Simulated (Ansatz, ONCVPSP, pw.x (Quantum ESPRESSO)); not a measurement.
# What a changed setting does to a pw.x run (bcc Al)

Potential: optimised norm-conserving Vanderbilt (ONCV), ONCVPSP 4.0.1.1 (patched build), PBE; core [Ne], reference 3s2 3p1; waves: 3s: rc 2.10 bohr, ncon 4, nbas 7, qcut 3.9 1/bohr, 3 projectors, debl 3.5 Ha; 3p: rc 1.90 bohr, ncon 4, nbas 9, qcut 5 1/bohr, local; d scattering state at 0.15 Ha: rc 1.90 bohr, ncon 4, nbas 7, qcut 5.1 1/bohr, 3 projectors, debl 3.8 Ha; local part: the p channel; core correction: none.

The reference run (k-mesh 14³, cutoffs 35/140 Ry, Fermi–Dirac 0.01 Ry, mixing_beta 0.4, conv_thr 1e-9, no spin) gives 0.90 GPa at 16.945 Å³/atom, where all-electron LAPW gives 0.07 GPa. This run, with its own iteration cap, changes diagonalization to paro.

```
&control
  calculation='scf', prefix='x', pseudo_dir='./', outdir='./tmp', tstress=.true., disk_io='none'
/
&system
  ibrav=0, nat=1, ntyp=1, ecutwfc=35, ecutrho=140, nbnd=8,
  occupations='smearing', smearing='fd', degauss=0.01
/
&electrons
  conv_thr=1e-09, mixing_beta=0.4, electron_maxstep=50, diagonalization='paro'
/
ATOMIC_SPECIES
Al 1.0 Al.UPF
CELL_PARAMETERS angstrom
  -1.61805716 1.61805716 1.61805716
  1.61805716 -1.61805716 1.61805716
  1.61805716 1.61805716 -1.61805716
ATOMIC_POSITIONS crystal
Al 0.0000 0.0000 0.0000
K_POINTS automatic
14 14 14 0 0 0
```

```bash
pw.x < Al.scf.in > Al.scf.out
```

How does the run end?

It converges in 5 iterations; the free energy moves by +0.0 meV/atom and the pressure by +0.00 GPa. The result is that of the reference run.

```
Message from routine setup:
     using ibrav=0 with symmetry is DISCOURAGED, use correct ibrav instead
     lattice parameter (alat)  =       5.2961  a.u.
     unit-cell volume          =     114.3505 (a.u.)^3
     number of electrons       =         3.00
     number of Kohn-Sham states=            8
     kinetic-energy cutoff     =      35.0000  Ry
     charge density cutoff     =     140.0000  Ry
     scf convergence threshold =      1.0E-09
     Exchange-correlation= PBE
     number of k points=   104  Fermi-Dirac smearing, width (Ry)=  0.0100
     iteration #  1     ecut=    35.00 Ry     beta= 0.40
     total energy              =      -4.14110827 Ry
     estimated scf accuracy    <       0.00501735 Ry
     iteration #  2     ecut=    35.00 Ry     beta= 0.40
     total energy              =      -4.14086327 Ry
     estimated scf accuracy    <       0.00170349 Ry
     iteration #  3     ecut=    35.00 Ry     beta= 0.40
     total energy              =      -4.14088541 Ry
     estimated scf accuracy    <       0.00000092 Ry
     iteration #  4     ecut=    35.00 Ry     beta= 0.40
     total energy              =      -4.14088572 Ry
     estimated scf accuracy    <       0.00000003 Ry
     iteration #  5     ecut=    35.00 Ry     beta= 0.40
     the Fermi energy is     7.6889 ev
!    total energy              =      -4.14088572 Ry
     estimated scf accuracy    <          1.5E-10 Ry
     smearing contrib. (-TS)   =      -0.00173408 Ry
     The total energy is F=E-TS. E is the sum of the following terms:
     one-electron contribution =       2.80307174 Ry
     hartree contribution      =       0.00474758 Ry
     xc contribution           =      -1.59110492 Ry
     ewald contribution        =      -5.35586606 Ry
     convergence has been achieved in   5 iterations
          total   stress  (Ry/bohr**3)                   (kbar)     P=        9.01
     Message from routine punch:
     Nothing written, as per user request (disk_io='none')
```

The run took about 5.8 s on one core of a shared host (Neoverse-N1, 64 threads, 124 GiB, load 61).
